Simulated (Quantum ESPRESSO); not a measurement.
The system is Rh.

```
Rh
1.0
     2.73098    0.00000    0.00000
    -1.36549    2.36510    0.00000
     0.00000    0.00000    4.42849
Rh
2
Direct
  0.33333 0.66667 0.25000
  0.66667 0.33333 0.75000
```

This isn't the form of Rh at room conditions, which is fcc.

```yaml
Program: Quantum ESPRESSO 7.5
Task: relaxation of cell and atoms
Functional: PBEsol
Dispersion: rVV10
Potentials_or_basis: GBRV 1.5 PBEsol
Cutoff: 612 eV
Density_cutoff: 4898 eV
k_mesh: 11 × 11 × 6
Occupations: fermi-dirac, width 0.05 eV
Spin: no spin polarisation
```

At the start: pressure -19.1 GPa; volume 14.30 Å³/atom.

Q: Where does the relaxation end?

A: Over 5 steps the energy falls by 63.8 meV/atom and the volume is 13.31 Å³/atom (-7.0 %); space group P6_3/mmc (No. 194, to 0.05 Å).

Step by step:
```tsv
step	energy change (eV)	largest force (eV/Å)	pressure (GPa)	volume (Å³)
1	0.0000	0.0000	-19.15	28.60
2	-0.0957	0.0000	-10.34	27.58
3	-0.1271	0.0000	1.41	26.50
4	-0.1276	0.0000	-0.07	26.62
5	-0.1276	0.0000	0.00	26.62
```

Final structure:
```cif
data_structure
_symmetry_space_group_name_H-M 'P 1'
_symmetry_Int_Tables_number 1
_cell_length_a 2.6682
_cell_length_b 2.6682
_cell_length_c 4.3168
_cell_angle_alpha 90.000
_cell_angle_beta 90.000
_cell_angle_gamma 120.000
_cell_volume 26.62
loop_
_atom_site_label
_atom_site_type_symbol
_atom_site_fract_x
_atom_site_fract_y
_atom_site_fract_z
_atom_site_occupancy
Rh1 Rh 0.33333 0.66667 0.25000 1
Rh2 Rh 0.66667 0.33333 0.75000 1
```

Caveat: rVV10's parameter b was fitted to another functional.
